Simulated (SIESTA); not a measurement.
The system is FeO (Wuestite).

```xyz
2
Lattice="0.0000 2.1554 2.1554 2.1554 0.0000 2.1554 2.1554 2.1554 0.0000" Properties=species:S:1:pos:R:3 pbc="T T T"
Fe    0.0000    0.0000    0.0000
O     2.1554    2.1554    2.1554
```

Base run:

```yaml
Program: SIESTA 5.4.2
Functional: vdW-DF-cx
Potentials_or_basis: PseudoDojo 0.4 standard (PBE files)
Basis: DZP (energy shift 0.003 Ry; two zetas on semicore shells)
Grid_cutoff: 800 Ry
Energy_shift: 0.003 Ry
k_mesh: 11 × 11 × 11
Occupations: fermi-dirac, width 0.05 eV
Spin: collinear spin, ferromagnetic start
Starting_moments: "[3.0, 0.0] μB"
```

Its results: band gap on the k mesh none (metal or under the smearing width); pressure -5.8 GPa; net moment 4.00 μB per cell; site moments Fe +3.68; O +0.32 μB.

Problem. The run is repeated on the same cell with these changes: functional from vdW-DF-cx to BLYP. What comes out?

Solution. Band gap on the k mesh none (metal or under the smearing width); pressure 7.7 GPa; net moment 4.00 μB per cell; site moments Fe +3.66; O +0.34 μB.

Caveats: short orbitals over semicore shells can move pressures by several GPa; the potentials were made for another functional, which shifts forces and pressure; the basis of atomic orbitals isn't converged, which shifts pressures, moduli and gaps; a cell with one magnetic atom can't hold antiferromagnetic order, which such compounds often take; semilocal functionals often make such compounds metallic where correlation or magnetic order opens a gap, which also shifts bond lengths.

Not every run made on this cell is shown here.
